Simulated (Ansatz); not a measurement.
# V (Im-3m) in Ansatz: settings compared

Aim: see how the results for V move with the level of theory and the settings. Levels: PBE, PBEsol. Tasks: single point, relaxation of cell and atoms.

Program: Ansatz 0.2.0. These are calculated values, not measurements. Logs are shortened: lines on timing, memory, paths and dates and some standing lists are left out, and cuts for length are marked.

## 1. Starting point

The structure is cubic, space group Im-3m (No. 229). The conventional cell has a = 3.029 Å, b = 3.029 Å, c = 3.029 Å, α = 90.00°, β = 90.00°, γ = 90.00°. V (site symmetry m-3m) is surrounded by 8 V at 2.62 Å.

## 2. Single point, PBE, collinear spin, ferromagnetic start

The input, input.yaml:

```yaml
crystal:
  lattice:
    - [-1.51435, 1.51435, 1.51435]
    - [1.51435, -1.51435, 1.51435]
    - [1.51435, 1.51435, -1.51435]
  atoms:
    - { symbol: V, position: [0.0, 0.0, 0.0], spin: 2.0 }
kpoints:
  mp_grid: { grid: [12, 12, 12] }
scf:
  occupations: { method: gaussian, width: 0.025 }
hamiltonian:
  xc: pbe
  pseudopotentials: { kind: all_electron, lapw: { basis_error: 0.001 } }
magnetization:
  spin_polarized: true
output:
  forces: true
  stress: true
  eigenvalues: true
```

Potentials or basis: all-electron LAPW, scalar-relativistic.

The run is started by

```
$ ansatz run input.yaml --threads 2 --pin off --max-ram 6144MiB --backend cpu --events-out ev --progress --plain --runs-dir out
```

Log:

```text
Warning: RAYON_NUM_THREADS=2 ignored (pool sized by the plan → 2); use --threads N
LAPW: plane waves up to 8.222 Å⁻¹, error target 1.0e-3 eV per atom; small_component_spin mean_spin; V in spheres of 1.311 Å, 13 of its electrons in bands, Dirac shells [] (how accurate: hamiltonian.pseudopotentials.lapw.basis_error, Limitations)
Engine: ansatz 0.2.0, x86_64-unknown-linux-gnu
Pseudopotentials: kind: all_electron
Pseudopotential: V, LAPW, valence charge 13, lapw/all_electron/scalar/gaussian/V, Koelling and Harmon's equation, gaussian nucleus
Functional definition: PBE
  parameter kappa = 0.804
  parameter beta = 0.06672455060314922
  exchange = pbe_x(kappa = kappa, mu = beta*pi^2/3)
  correlation = pbe_c(beta = beta)
Crystal: 1 atoms, lattice volume = 13.891 Å³
Basis set: ecut = 257.5864757671474 eV, 135 PW (Γ), exchange–correlation at level 2
Bands: 12, of which v1, the nominal top of the filled ones, is band 7 counted from 1 (6 counted from 0)
Symmetry: 48 space group operations
Space group: Im-3m (ITA 229), of the structure as read, at distance tolerance 2.4e-5 Å
Magnetic group: BNS 229.140 (UNI 1642), of the structure as read, at distance tolerance 2.4e-5 Å
k-points: 72 of 1728
Non-local potential: V, projectors of the file, none
Initial density: superposition of atomic densities (chi_scale 0.1, normalization cell)
Starting moments: Σ|m| = 2 μB on 1 of 1 site
Initial wavefunctions: plane waves of lowest kinetic energy (no species holds an atomic orbital)
Functional: x = pbe(κ = 0.804, μ = 0.2195149727645171), c = pbe(β = 0.06672455060314922)
iter 1 solved again at ethr=3.04e-4 eV; its pass at ethr=1.00e-1 eV (dr2=3.96e-2 eV) is discarded
SCF iter   1: F=—  HF=-25832.325394 eV  |F-HF|=—  |Δ(HF+E_count)|=         —  Δρ=6.54e-2 (↑6.54e-2 ↓5.48e-2)  dr2=4.00e-2  dr2_m=4.47e-1  M=0.556 μB ∫|m|=0.556 μB  β_m=0.30  ethr=3.04e-4  ⟨swp⟩=3.0  Hψ=12243  notcnv=0
Mixer restart at iter 1: flushing history
preconditioner: auto → none  [insulator: Δε(μ)=0.027 eV  Ē_g=8.579 eV  σ=0.025 eV  W_gap=0.51  n_scr=0 (ndim 8)  ℏωp=22.3 eV  f_vac=0.000  D(μ)=1.68/eV (n_scr^D=18)  ε∞_Penn≈7.7]
SCF iter   2: F=—  HF=-25832.118217 eV  |F-HF|=—  |Δ(HF+E_count)|=   2.07e-1  Δρ=4.39e-2 (↑4.39e-2 ↓3.91e-2)  dr2=8.10e-3  dr2_m=2.16e-1  M=0.561 μB ∫|m|=0.561 μB  β_m=0.61  ethr=3.04e-4  ⟨swp⟩=2.4  Hψ=5395  notcnv=0
SCF iter   3: F=—  HF=-25832.103541 eV  |F-HF|=—  |Δ(HF+E_count)|=   1.47e-2  Δρ=1.35e-2 (↑1.35e-2 ↓9.60e-3)  dr2=7.92e-3  dr2_m=1.46e-2  M=0.363 μB ∫|m|=0.363 μB  β_m=0.54  ethr=6.23e-5  ⟨swp⟩=2.9  Hψ=5594  notcnv=0
iter 4 solved again at ethr=1.33e-8 eV; its pass at ethr=6.09e-5 eV (dr2=1.73e-6 eV) is discarded
SCF iter   4: F=—  HF=-25832.070428 eV  |F-HF|=—  |Δ(HF+E_count)|=         —  Δρ=6.95e-3 (↑6.95e-3 ↓6.92e-3)  dr2=1.64e-6  dr2_m=6.12e-3  M=0.223 μB ∫|m|=0.223 μB  β_m=0.69  ethr=1.33e-8  ⟨swp⟩=3.8  Hψ=9549  notcnv=0
the basis was enlarged: its passes take 467.2 KiB over the memory plan, 2 of 2 planned eigensolver slots
SCF iter   5: F=—  HF=-25832.071890 eV  |F-HF|=—  |Δ(HF+E_count)|=   1.46e-3  Δρ=1.83e-3 (↑1.83e-3 ↓1.72e-3)  dr2=8.88e-6  dr2_m=3.94e-4  M=0.162 μB ∫|m|=0.162 μB  β_m=0.84  ethr=1.26e-8  ⟨swp⟩=4.0  Hψ=5965  notcnv=0
SCF iter   6: F=—  HF=-25832.073365 eV  |F-HF|=—  |Δ(HF+E_count)|=   1.48e-3  Δρ=1.97e-4 (↑1.97e-4 ↓1.20e-4)  dr2=8.00e-7  dr2_m=3.11e-6  M=0.123 μB ∫|m|=0.123 μB  β_m=0.88  ethr=1.26e-8  ⟨swp⟩=4.0  Hψ=6257  notcnv=0
SCF iter   7: F=—  HF=-25832.073371 eV  |F-HF|=—  |Δ(HF+E_count)|=   5.84e-6  Δρ=9.03e-5 (↑9.03e-5 ↓8.96e-5)  dr2=2.86e-8  dr2_m=1.02e-6  M=0.121 μB ∫|m|=0.121 μB  β_m=0.94  ethr=6.15e-9  ⟨swp⟩=3.0  Hψ=5109  notcnv=0
SCF iter   8: F=—  HF=-25832.073374 eV  |F-HF|=—  |Δ(HF+E_count)|=   2.62e-6  Δρ=2.31e-5 (↑2.24e-5 ↓2.31e-5)  dr2=1.16e-9  dr2_m=6.55e-8  M=0.122 μB ∫|m|=0.122 μB  β_m=0.97  ethr=2.20e-10  ⟨swp⟩=3.4  Hψ=4989  notcnv=0
SCF iter   9: F=—  HF=-25832.073374 eV  |F-HF|=—  |Δ(HF+E_count)|=   1.18e-7  Δρ=3.00e-6 (↑2.88e-6 ↓3.00e-6)  dr2=1.98e-10  dr2_m=1.03e-9  M=0.123 μB ∫|m|=0.123 μB  β_m=0.98  ethr=8.89e-12  ⟨swp⟩=3.8  Hψ=5397  notcnv=0
SCF iter  10: F=—  HF=-25832.073374 eV  |F-HF|=—  |Δ(HF+E_count)|=   3.28e-9  Δρ=1.00e-6 (↑1.00e-6 ↓9.97e-7)  dr2=3.39e-12  dr2_m=1.26e-10  M=0.123 μB ∫|m|=0.123 μB  β_m=0.92  ethr=1.53e-12  ⟨swp⟩=3.0  Hψ=4873  notcnv=0
SCF iter  11: F=—  HF=-25832.073374 eV  |F-HF|=—  |Δ(HF+E_count)|=  5.82e-11  Δρ=1.91e-7 (↑1.85e-7 ↓1.91e-7)  dr2=3.74e-14  dr2_m=4.49e-12  M=0.123 μB ∫|m|=0.123 μB  β_m=0.95  ethr=1.00e-12  ⟨swp⟩=2.0  Hψ=4523  notcnv=0
SCF iter  12: F=-25832.073374 eV  HF=-25832.073374 eV  |F-HF|=2.18e-11  |Δ(HF+E_count)|=  1.09e-11  Δρ=1.79e-8 (↑1.79e-8 ↓1.50e-8)  dr2=1.34e-14  dr2_m=3.03e-14  M=0.123 μB ∫|m|=0.123 μB  ethr=1.00e-12  ⟨swp⟩=2.0  Hψ=4523  notcnv=0
SCF 1 converged in 12 iterations: F = -25832.073374 eV  dr2 = 1.34e-14
SCF converged after 12 iterations
Magnetization: 0.1226 μB (6.5613 up, 6.4387 down)
Absolute magnetization: 0.1226 μB (∫|ρ↑−ρ↓|)
Spin contamination: 0.0001 ħ² per cell (⟨S²⟩ above its minimum at these occupations)
Per-site moments (μB) at R_I (Å): [(0.11144922367898324, 1.311465550678602)]
Free energy (F): -25832.073374 eV
Harris-Foulkes:  -25832.073374 eV  (|F-HF|=2.18e-11)
Internal energy: -25832.072816 eV  (E = F + TS)
E sigma→0 (E₀):  -25832.073095 eV
Entropy (-TS):   -0.000557 eV (-0.557 meV/atom)
Fermi energy:    16.421361 eV
--- Per-component energies (eV) ---
  E_band       = -145.695199
  E_kinetic    = 26105.385943
  E_xc         = -1236.061202
  E_electrostatic = -50701.397557  (all electrons and nuclei)
  E_smearing   = -0.000557  (= −TS)
  E_closure    = 0.000000  (closes the sum)
  E_atoms      = -25823.683572  (free atoms, spherical and without spin; not in F)
  Σ components = -25832.073374   (vs F -25832.073374, Δ=0.00e0)
  Basis errors (estimates in eV, not in F): energy 2.2e-4 per atom: plane waves 2.0e-4 (1.1e-4 summed), levels above the bands 0.0e0, relativity 8.2e-9, radial functions 2.0e-5, core shells 8.2e-8; eigenvalues (radial functions only) 1.5e-6; not estimated: angular momenta, meshes, grids; target (lapw.basis_error) 1.0e-3; muffin-tin radii V 1.311 Å
--- Forces (eV/Å), atoms counted from 1 ---
  atom   1  V     -0.00000000    -0.00000000     0.00000000
  max |Σ_I F_I| component: 6.25e-31 eV/Å
--- Stress (GPa, compression-positive) ---
       -5.302373       0.000000      -0.000000
        0.000000      -5.302373       0.000000
       -0.000000       0.000000      -5.302373
  P = ⅓ Tr σ = -5.3024 GPa (-53.024 kbar)
--- Band table (eV; the first three rows and the last of 144) ---
  k-point 0 ↑: bands = ["-47.3380", "-20.6802", "-20.6802", "-20.6802", "9.8982", "16.7983", "16.7983", "16.7983", "18.7661", "18.7661", "36.7119", "36.7119"]
  k-point 1 ↑: bands = ["-47.3265", "-20.7372", "-20.6978", "-20.6806", "10.1693", "16.6859", "16.7714", "16.9894", "18.6426", "18.7738", "36.1440", "36.6299"]
  k-point 2 ↑: bands = ["-47.2947", "-20.8912", "-20.7455", "-20.6815", "10.9320", "16.3906", "16.6274", "17.5355", "18.4476", "18.8049", "34.5280", "36.0138"]
  k-point 71 ↓: bands = ["-46.9436", "-21.1439", "-21.1439", "-21.1439", "13.6207", "13.6207", "20.0949", "20.0949", "20.0949", "26.4154", "26.4154", "26.4154"]
```

It took 3.2 s on 2 threads of AMD EPYC 9R45 (Zen 5), shared host; peak memory 0.39 GiB.

What came out:

* Free energy: -25832.0734 eV
* Pressure: -5.3 GPa
* Band gap on the k mesh: none (metal or under the smearing width)
* Net moment: 0.12 μB per cell
* Absolute moment: 0.12 μB per cell
* Site moments: V +0.11 μB

Caveat: the starting moments weren't kept.

## 3. Single point, PBE, collinear spin, ferromagnetic start

input.yaml: that of step 2 with these lines changed.

```diff
@@ -10,3 +10,3 @@
 scf:
-  occupations: { method: gaussian, width: 0.025 }
+  occupations: { method: gaussian, width: 0.019 }
 hamiltonian:
```

Potentials or basis: all-electron LAPW, scalar-relativistic.

The run is started by

```
$ ansatz run input.yaml --threads 2 --pin off --max-ram 6144MiB --backend cpu --events-out ev --progress --plain --runs-dir out
```

Run time: 2.9 s. Hardware: 2 threads of AMD EPYC 9R45 (Zen 5), shared host; peak memory 0.38 GiB.

Results (log left out):

* Free energy: -25832.0733 eV
* Pressure: -5.3 GPa
* Band gap on the k mesh: none (metal or under the smearing width)
* Net moment: 0.12 μB per cell
* Absolute moment: 0.12 μB per cell
* Site moments: V +0.11 μB

Levels at points of the mesh, in eV from the Fermi level:
Spin up:
```csv
k point,band 4,band 5,band 6,band 7,band 8,band 9
"(0.00, 0.00, 0.00)",-37.10,-6.52,0.38,0.38,0.38,2.35
"(0.00, 0.00, -0.50)",-37.10,-3.08,-1.09,1.54,2.33,2.69
"(-0.50, -0.50, -0.50)",-37.66,-2.85,-2.85,3.56,3.56,3.56
```
Spin down:
```tsv
k point	band 4	band 5	band 6	band 7	band 8	band 9
(0.00, 0.00, 0.00)	-37.00	-6.46	0.50	0.50	0.50	2.41
(0.00, 0.00, -0.50)	-37.01	-3.00	-0.98	1.60	2.41	2.75
(-0.50, -0.50, -0.50)	-37.56	-2.80	-2.80	3.68	3.68	3.68
```

Caveat: the starting moments weren't kept.

## 4. Relaxation of cell and atoms, PBEsol, collinear spin, ferromagnetic start

input.yaml: that of step 3 with these lines changed.

```diff
@@ -10,5 +10,5 @@
 scf:
-  occupations: { method: gaussian, width: 0.019 }
+  occupations: { method: fermi_dirac, width: 0.05 }
 hamiltonian:
-  xc: pbe
+  xc: pbesol
   pseudopotentials: { kind: all_electron, lapw: { basis_error: 0.001 } }
@@ -19,2 +19,5 @@
   stress: true
-  eigenvalues: true
+relax:
+  f_tol: 0.01
+  max_steps: 60
+  cell: {}
```

The run is started by

```
$ ansatz run input.yaml --threads 2 --pin off --max-ram 6144MiB --backend cpu --events-out ev --progress --plain --runs-dir out
```

Wall time 7.1 s (2 threads of AMD EPYC 9R45 (Zen 5), shared host); peak memory 0.4 GiB.

The run converged. Its results:

| Quantity | Value |
| --- | --- |
| Free energy | -25804.9803 eV |
| Relaxed volume | 12.94 Å³/atom |
| Relaxed cell | a = 2.561 Å, b = 2.561 Å, c = 2.561 Å, α = 109.47°, β = 109.47°, γ = 109.47° |
| Space group after relaxing (to 0.05 Å) | Im-3m (No. 229) |
| Energy gained by relaxing | 37.9 meV/atom |
| Ionic steps | 5 |
| Pressure after relaxing | 0.0 GPa |
| Net moment | 0.00 μB per cell |
| Absolute moment | 0.00 μB per cell |

The path:
| step | energy change (eV) | largest force (eV/Å) | volume (Å³) |
| --- | --- | --- | --- |
| 1 | 0.0000 | 0.0000 | 13.89 |
| 2 | -0.0369 | 0.0000 | 12.79 |
| 3 | -0.0379 | 0.0000 | 12.95 |
| 4 | -0.0379 | 0.0000 | 12.94 |
| 5 | -0.0379 | 0.0000 | 12.94 |

Final structure:
```yaml
crystal:
  lattice:
    - [-1.47886, 1.47886, 1.47886]
    - [1.47886, -1.47886, 1.47886]
    - [1.47886, 1.47886, -1.47886]
  atoms:
    - { symbol: V, position: [0.00000, 0.00000, 0.00000] }
```

Caveat: the starting moments weren't kept.

## 5. Overview

```tsv
task	level	cell	cutoff (eV)	smearing	gap on the mesh (eV)	pressure (GPa)	moment (μB)
single point	PBE	as given	258	gaussian 0.025 eV	none	-5.3	0.12
single point	PBE	as given	258	gaussian 0.019 eV	none	-5.3	0.12
relaxation of cell and atoms	PBEsol	relaxed	-	fermi-dirac 0.05 eV	-	0.0	0.00
```

Alike in all rows: potentials or basis all-electron LAPW, scalar-relativistic; spin collinear, ferromagnetic start; k mesh 12 × 12 × 12; basis error allowed 0.001 eV/atom.

Caveats: the starting moments weren't kept.

Compare energies only between runs with the same functional and basis.
